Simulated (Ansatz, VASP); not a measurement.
# Se in VASP and in Ansatz

File INCAR:

```
SYSTEM = Se
  PREC = Accurate
  ENCUT = 520
  EDIFF = 1E-6
  ISMEAR = 0
  SIGMA = 0.05
  LREAL = .FALSE.
  LASPH = .TRUE.
  NELM = 60
  ALGO = Normal
  ISIF = 2
  LWAVE = .FALSE.
  LCHARG = .FALSE.
  GGA = PE
  IVDW = 12
  NBANDS = 16
```

The input KPOINTS:

```
Automatic mesh
0
G
  12 12 8
  0 0 0
```

The input POSCAR:

```
Se
1.0
    3.9779803983      0.0000000000      0.0000000000
   -1.9889901992      3.4450320807      0.0000000000
    0.0000000000      0.0000000000      5.2199058787
Se
3
Direct
    0.2473450684      0.0000000000      0.3333333333
    0.0000000000      0.2473450684      0.6666666667
    0.7526549316      0.7526549316      0.0000000000
```

Input for Ansatz:

```yaml
crystal:
  lattice:
    - [3.9779803983, 0.0, 0.0]
    - [-1.9889901992, 3.4450320807, 0.0]
    - [0.0, 0.0, 5.2199058787]
  atoms:
    - { symbol: Se, position: [0.2473450684, 0.0, 0.3333333333] }
    - { symbol: Se, position: [0.0, 0.2473450684, 0.6666666667] }
    - { symbol: Se, position: [0.7526549316, 0.7526549316, 0.0] }
basis:
  ecutwfc: 420
kpoints:
  mp_grid: { grid: [12, 12, 8] }
hamiltonian:
  xc: pbe
  dispersion: d3bj
scf:
  occupations: { method: gaussian, width: 0.05 }
output:
  forces: true
  stress: true
  eigenvalues: true
```

Alike in both runs: task single point; functional PBE; dispersion D3(BJ); k mesh 12 × 12 × 8; occupations gaussian, width 0.05 eV; no spin polarisation.

|  | VASP | Ansatz |
| --- | --- | --- |
| version | VASP 6.6.1 | Ansatz 0.2.0 |
| potentials or method | VASP PAW PBE potentials, release 64 (Se) | scalar-relativistic, plane waves, PAW |
| plane-wave cutoff (eV) | 520 | 420 |
| valence electrons in the cell | 18 | 48 |

|  | VASP | Ansatz | Ansatz less VASP |
| --- | --- | --- | --- |
| gap on the k mesh at the Fermi level (eV) | 0.24 | 0.25 | +0.010 |
| least direct gap on the mesh (eV) | 0.24 | 0.25 | +0.010 |
| pressure (GPa) | 1.0 | 0.9 | -0.11 |
| largest component of the traceless stress (GPa) | 0.62 | 0.68 | +0.055 |
| rms of the force components (eV/Å) | 0.101 | 0.088 | -0.0123 |

Atom by atom the forces differ by 0.012 eV/Å (rms over components). The two sets of potentials don't hold the same shells in valence.
